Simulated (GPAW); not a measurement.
TaN, 6 atoms in the cell. The typed cell holds 6 atoms: a = 5.196 Å, b = 5.196 Å, c = 2.911 Å, α = 90.00°, β = 90.00°, γ = 120.00°.  The cell isn't the ideal one: atoms moved at random, drawn with an rms of 0.05 Å.

| Property | Result |
| --- | --- |
| Program | GPAW 26.7.0 |
| Task | single point |
| Functional | PBE |
| Potentials or basis | GPAW PAW data sets (gpaw-data 1.2.1) |
| Cutoff | 800 eV |
| Basis | pw |
| k mesh | 6 × 6 × 9 |
| Occupations | fermi-dirac, width 0.05 eV |
| Spin | no spin polarisation |
| Maxiter | 150 |

Potentials or basis: GPAW PAW data sets (gpaw-data 1.2.1), pw.

Run with:

```sh
$ OMP_NUM_THREADS=1 python run.py
```

Hardware: 1 thread of Arm Neoverse V2, with other jobs on the host.

Q: How long does it take, and how much memory?

A: Run time: 9.6 min on 1 thread of Arm Neoverse V2, on a shared host, peak memory 0.77 GiB. Counts: scf iterations 13, plane waves 3522, bands 49, k points 164.
